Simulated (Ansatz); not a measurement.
**Y: the crystal squeezed far**

How does Y (omega type) answer strong compression? Methods of the runs shown: PAW. Its runs: cell relaxed at zero pressure (PAW); volume scaled by 1 (PAW); shape and atoms relaxed at 0.8 of the volume (PAW); volume scaled by 0.8 (PAW and PAW (level accurate)); shape and atoms relaxed at 0.7 of the volume (PAW); volume scaled by 0.7 (PAW); shape and atoms relaxed at 0.5 of the volume (PAW); volume scaled by 0.5 (PAW); shape and atoms relaxed at 0.4 of the volume (PAW); volume scaled by 0.4 (PAW and PAW (cutoff 300 eV)).

Computed with Ansatz 0.2.0 (DFT PBE, with the methods named in each step, unless a step's input says otherwise).

## 1. Starting point

Symmetry: P6/mmm, No. 191, hexagonal system. The conventional cell has a = 5.688 Å, b = 5.688 Å, c = 3.527 Å, α = 90.00°, β = 90.00°, γ = 120.00°. Y (site symmetry 6/mmm) has 14 Y at 3.53 to 3.73 Å as nearest neighbours. Y (site symmetry -6m2) is surrounded by 11 Y at 3.28 to 3.73 Å.

Coordinates:

```
Y
1.0
     5.68819    0.00000    0.00000
    -2.84410    4.92612    0.00000
     0.00000    0.00000    3.52668
Y
3
Direct
  0.00000 0.00000 0.00000
  0.33333 0.66667 0.50000
  0.66667 0.33333 0.50000
```

Whether this phase is the stable one at these pressures isn't tested.

Atoms are numbered in the order of the input: Y1, Y2, Y3.

## 2. Cell relaxed at zero pressure, PAW

Input file input.yaml:

```yaml
crystal:
  lattice:
    - [5.688191069, 0.0, 0.0]
    - [-2.8440955345, 4.9261179673, 0.0]
    - [0.0, 0.0, 3.5266784628]
  atoms:
    - { symbol: "Y", position: [0.0, 0.0, 0.0] }
    - { symbol: "Y", position: [0.3333333333, 0.6666666667, 0.5] }
    - { symbol: "Y", position: [0.6666666667, 0.3333333333, 0.5] }
kpoints:
  mp_grid: { grid: [6, 6, 9] }
scf:
  occupations: { method: fermi_dirac, width: 0.08 }
hamiltonian:
  xc: pbe
  pseudopotentials: { kind: paw }
output:
  forces: true
  stress: true
  write_density: true
  write_potential: true
  elf: true
  volumetric_format: npy
relax:
  f_tol: 0.005
  max_steps: 40
  cell: {}
```

The run is started by

```
$ ansatz run input.yaml --threads 1 --pin off --max-ram 3072MiB --backend cpu --events-out ev --progress --plain --runs-dir out
```

The runs that follow: Volume scaled by 1, PAW; Shape and atoms relaxed at 0.8 of the volume, PAW; Volume scaled by 0.8, PAW; Volume scaled by 0.8, PAW (level accurate); Shape and atoms relaxed at 0.7 of the volume, PAW; Volume scaled by 0.7, PAW; Shape and atoms relaxed at 0.5 of the volume, PAW; Volume scaled by 0.5, PAW; Shape and atoms relaxed at 0.4 of the volume, PAW; Volume scaled by 0.4, PAW; Volume scaled by 0.4, PAW (cutoff 300 eV).

Q: Predict the outcome of this session. Wanted: PAW pressure at 0.4 of the volume; fitted bulk modulus at zero pressure.

**Answer**, as computed:

| quantity | value |
| --- | --- |
| PAW pressure at 0.4 of the volume | 148.1 GPa |
| PAW (cutoff 300 eV) pressure at 0.4 of the volume | 148.2 GPa |
| fitted bulk modulus at zero pressure (PAW) | 33 GPa |
| its pressure derivative | 3.59 |

In words: By PAW the pressure climbs to 148 GPa at 0.4 of the first volume. A third-order Birch-Murnaghan curve fits the range only roughly (B₀ = 33 GPa, B′ = 3.59, misfit at most 1.47 GPa). A fit over so wide a range leans to the high pressures, so B₀ can be off by several per cent. No all-electron run checks these rows here, and frozen cores can fail under such compression. The ions are at rest, and the electrons smeared by 0.08 eV.
